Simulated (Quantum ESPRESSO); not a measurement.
Write an ASE script for Quantum ESPRESSO 7.5 that does the following.

```
Task                : relaxation of cell and atoms
Functional          : PBEsol
Dispersion          : rVV10
Potentials or basis : GBRV 1.5 PBEsol
Cutoff              : 762 eV
Density cutoff      : 6095 eV
k mesh              : 11 × 11 × 11
Occupations         : fermi-dirac, width 0.05 eV
Spin                : collinear spin, ferromagnetic start
Starting moments    : [3.0, 0.0] μB
ASE optimiser       : BFGS
rVV10 parameter b   : 6.3
Mixing beta         : 0.3
Most SCF iterations : 120
SCF threshold       : 4e-10 Ry
```

The structure of FeO (Wuestite) lies in FeO.cif:

```cif
data_FeO
_cell_length_a 3.04819591
_cell_length_b 3.04819591
_cell_length_c 3.04819591
_cell_angle_alpha 60.00000000
_cell_angle_beta 60.00000000
_cell_angle_gamma 60.00000000
_space_group_name_H-M_alt 'P1'
_space_group_name_Hall 'P 1'
_space_group_IT_number 1
loop_
_space_group_symop_operation_xyz
'x,y,z'
loop_
_atom_site_label
_atom_site_type_symbol
_atom_site_symmetry_multiplicity
_atom_site_Wyckoff_symbol
_atom_site_fract_x
_atom_site_fract_y
_atom_site_fract_z
_atom_site_occupancy
Fe1 Fe 1 a 0.0000000000 0.0000000000 0.0000000000 1
O1 O 1 a 0.5000000000 0.5000000000 0.5000000000 1
```

The input as run:

run.py

```python
import numpy as np
from ase.calculators.espresso import Espresso, EspressoProfile
from ase.io import read

atoms = read('FeO.cif')
atoms.set_initial_magnetic_moments([3.0, 0.0])

input_data = {
    'control': {'calculation': 'scf', 'prefix': 'pwscf', 'outdir': './tmp', 'tprnfor': True, 'tstress': True, 'disk_io': 'low'},
    'system': {'ecutwfc': 56.0, 'ecutrho': 448.0, 'nbnd': 21, 'input_dft': 'sla+pw+psx+psc+vv10', 'occupations': 'smearing', 'smearing': 'fd', 'degauss': 0.00367493, 'nspin': 2},
    'electrons': {'conv_thr': 4e-10, 'electron_maxstep': 120, 'mixing_beta': 0.3},
}
pseudopotentials = {'Fe': 'fe_pbesol_v1.5.uspp.F.UPF', 'O': 'o_pbesol_v1.2.uspp.F.UPF'}
profile = EspressoProfile(command='mpirun -n 2 pw.x -nk 2', pseudo_dir='pseudo')
dft = Espresso(profile=profile, input_data=input_data, pseudopotentials=pseudopotentials, kpts=(11, 11, 11), koffset=(0, 0, 0))
atoms.calc = dft

from ase.optimize import BFGS
from ase.filters import FrechetCellFilter
done = BFGS(FrechetCellFilter(atoms), trajectory='opt.traj').run(fmax=0.02, steps=30)
print('converged', done)
print('cell (A)', np.round(atoms.cell.cellpar(), 5))
print(f'energy {atoms.get_potential_energy():.8f} eV')
print('forces (eV/A)')
print(np.round(atoms.get_forces(), 6))
print('stress (eV/A^3, Voigt)')
print(np.round(atoms.get_stress(), 8))
print(f'Fermi level {dft.get_fermi_level():.4f} eV')
```

Potentials or basis: GBRV 1.5 PBEsol.

Command:

```sh
$ OMP_NUM_THREADS=1 python run.py
```

It gave:

```yaml
Relaxed_volume: 9.37 Å³/atom
Relaxed_cell: a = 2.982 Å, b = 2.982 Å, c = 2.982 Å, α = 60.00°, β = 60.00°, γ = 60.00°
Space_group_after_relaxing_to_0.05_Å: Fm-3m (No. 225)
Energy_gained_by_relaxing: 26.7 meV/atom
Ionic_steps: 4
Pressure_after_relaxing: -0.1 GPa
Band_gap_on_the_k_mesh: none (metal or under the smearing width)
Net_moment: 4.00 μB per cell
Absolute_moment: 4.01 μB per cell
Site_moments: Fe +3.42; O +0.34 μB
Valence_electrons_inside_the_program's_atomic_spheres: Fe 13.46; O 5.75
```

Caveat: rVV10's parameter b was fitted to another functional; a cell with one magnetic atom can't hold antiferromagnetic order, which such compounds often take; semilocal functionals often make such compounds metallic where correlation or magnetic order opens a gap, which also shifts bond lengths.

It took 4.6 min on 2 MPI ranks on AMD EPYC 7R43 64-Core Processor (Zen 3), with other jobs on the host, peak memory 0.3 GiB a rank.
